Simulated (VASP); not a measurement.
## HgTe (Coloradoite): relaxation of cell and atoms with LDA

Crystal: HgTe (Coloradoite).

```
CELL_PARAMETERS angstrom
0.00000 3.21450 3.21450
3.21450 0.00000 3.21450
3.21450 3.21450 0.00000
ATOMIC_POSITIONS crystal
Hg 0.00000 0.00000 0.00000
Te 0.75000 0.75000 0.75000
```

- Program: VASP 6.6.1
- Task: relaxation of cell and atoms
- Functional: LDA
- Potentials or basis: VASP PAW LDA potentials, release 64 (Hg, Te)
- Cutoff: 600 eV
- k mesh: 6 × 6 × 6
- Occupations: fermi-dirac, width 0.05 eV
- Spin: no spin polarisation
- Ladder: gaps
- Further INCAR settings: ALGO = Fast; EDIFF = 1e-07; IBRION = 2; EDIFFG = -0.005; NSW = 60; ISIF = 3

- Relaxed volume: 33.56 Å³/atom
- Relaxed cell: a = 4.562 Å, b = 4.562 Å, c = 4.562 Å, α = 60.00°, β = 60.00°, γ = 60.00°
- Space group after relaxing (to 0.05 Å): F-43m (No. 216)
- Energy gained by relaxing: 0.5 meV/atom
- Ionic steps: 3
- Pressure after relaxing: 0.0 GPa
- Band gap on the k mesh: none (metal or under the smearing width)

The path:
| step | energy change (eV) | largest force (eV/Å) | pressure (GPa) | volume (Å³) |
| --- | --- | --- | --- | --- |
| 1 | 0.0000 | 0.0000 | 0.51 | 66.43 |
| 2 | -0.0008 | 0.0000 | -0.23 | 67.45 |
| 3 | -0.0011 | 0.0000 | 0.00 | 67.12 |

Final structure:
```yaml
crystal:
  lattice:
    - [0.00000, 3.22561, 3.22561]
    - [3.22561, 0.00000, 3.22561]
    - [3.22561, 3.22561, 0.00000]
  atoms:
    - { symbol: Hg, position: [0.00000, 0.00000, 0.00000] }
    - { symbol: Te, position: [0.75000, 0.75000, 0.75000] }
```

Levels at points of the mesh, in eV from the Fermi level:
```csv
k point,band 7,band 8,band 9,band 10,band 11,band 12
"(0.00, 0.00, 0.00)",-0.89,-0.04,-0.04,-0.04,4.11,4.11
"(0.50, 0.00, 0.00)",-5.63,-1.04,-1.04,0.56,4.91,4.91
"(0.50, 0.50, 0.00)",-5.55,-2.36,-2.36,1.78,2.27,8.01
```

It took 47 s on 1 thread of AMD EPYC 7R13 Processor (Zen 3) (shared host), peak memory 0.15 GiB.

Spin-orbit coupling is left out, which matters for the levels of Hg, Te.
